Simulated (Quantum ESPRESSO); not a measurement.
Crystal: Ru.

```
Ru
1.0
     2.70580    0.00000    0.00000
    -1.35290    2.34329    0.00000
     0.00000    0.00000    4.28190
Ru
2
Direct
  0.66667 0.33333 0.75000
  0.33333 0.66667 0.25000
```

* Program: Quantum ESPRESSO 7.5
* Task: phonons
* Functional: LDA
* Potentials or basis: PseudoDojo 0.4.1 SR LDA standard
* Cutoff: 1197 eV
* Density cutoff: 4789 eV
* k mesh: 11 × 11 × 6
* Occupations: cold, width 0.2 eV
* Spin: no spin polarisation
* Target pressure: 15 GPa
* Form of the LDA correlation: PW92
* Mixing beta: 0.5
* Most SCF iterations: 120
* SCF threshold: 4e-10 Ry

The cell and the atoms were relaxed first at 15 GPa, to 12.64 Å³/atom (a = 2.640 Å, b = 2.640 Å, c = 4.185 Å, α = 90.00°, β = 90.00°, γ = 120.00°), and the response was taken there.

```xyz
2
Lattice="2.6405 0.0000 0.0000 -1.3202 2.2867 0.0000 0.0000 0.0000 4.1853" Properties=species:S:1:pos:R:3 pbc="T T T"
Ru    1.3202    0.7622    3.1390
Ru    0.0000    1.5245    1.0463
```

**Question.** Which optical modes does the crystal have at the zone centre, and which show in infrared and Raman spectra?

**Answer.** The optical modes are E2g + B1g. None is infrared active. Raman active: E2g.

Optical modes at Γ, degenerate ones joined:
| cm⁻¹ | components | symmetry | active in |
| --- | --- | --- | --- |
| 196 | 2 | E2g | Raman |
| 301 | 1 | B1g | silent |

Caveat: the mesh is thin for the phonons of a metal; the cell is more than 3 GPa from zero pressure, which shifts response properties.
